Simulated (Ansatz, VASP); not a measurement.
# Ru: VASP beside Ansatz

```
Ru
1.0
     0.00000    1.92186    1.92186
     1.92186    0.00000    1.92186
     1.92186    1.92186    0.00000
Ru
1
Direct
  0.00000 0.00000 0.00000
```

Alike in both runs: task single point; functional PBE; k mesh 22 × 22 × 22; occupations gaussian, width 0.15 eV; no spin polarisation.

|  | VASP | Ansatz |
| --- | --- | --- |
| version | VASP 6.6.1 | Ansatz 0.2.0 |
| potentials or method | VASP PAW PBE potentials, release 64 (Ru_pv) | scalar-relativistic, plane waves, PAW |
| plane-wave cutoff (eV) | 520 | 420 |
| valence electrons in the cell | 14 | 16 |

Ansatz gave:

| Item | Value |
| --- | --- |
| gap on the k mesh at the Fermi level (eV) | none |
| pressure (GPa) | -7.5 |

Q: Estimate VASP's values.

A: gap on the k mesh at the Fermi level (eV): none; pressure (GPa): -7.6.

A gap of «none» marks a metal or a gap that the smearing closes. With one functional, cell and mesh, what is left measures potentials, basis and numerics. The two sets of potentials don't hold the same shells in valence.
